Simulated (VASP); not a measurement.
The system is PbS.

```
Pb S
1.0
     0.00000    2.98809    2.98809
     2.98809    0.00000    2.98809
     2.98809    2.98809    0.00000
Pb S
1 1
Cartesian
  2.9881 2.9881 2.9881
  0.0000 0.0000 0.0000
```

The cell is a database's computed one.

```yaml
Program: VASP 6.6.1
Task: relaxation of cell and atoms
Functional: LDA
Potentials_or_basis: VASP PAW LDA potentials, release 64 (Pb_d, S)
Cutoff: 600 eV
k_mesh: 10 × 10 × 10
Occupations: gaussian, width 0.02 eV
Spin: no spin polarisation
```

At the start: pressure -3.6 GPa; volume 26.68 Å³/atom.

Q: How do energy, volume and symmetry change on relaxing?

A: Over 3 steps the energy falls by 19.8 meV/atom and the volume is 25.01 Å³/atom (-6.2 %); space group Fm-3m (No. 225, to 0.05 Å).

Step by step:
| step | energy change (eV) | largest force (eV/Å) | pressure (GPa) | volume (Å³) |
| --- | --- | --- | --- | --- |
| 1 | 0.0000 | 0.0000 | -3.64 | 53.36 |
| 2 | -0.0336 | 0.0000 | 1.61 | 48.81 |
| 3 | -0.0397 | 0.0000 | 0.02 | 50.03 |

Final structure:
```xyz
2
Lattice="0.0000 2.9245 2.9245 2.9245 0.0000 2.9245 2.9245 2.9245 0.0000" Properties=species:S:1:pos:R:3 pbc="T T T"
Pb    2.9245    2.9245    2.9245
S     0.0000    0.0000    0.0000
```
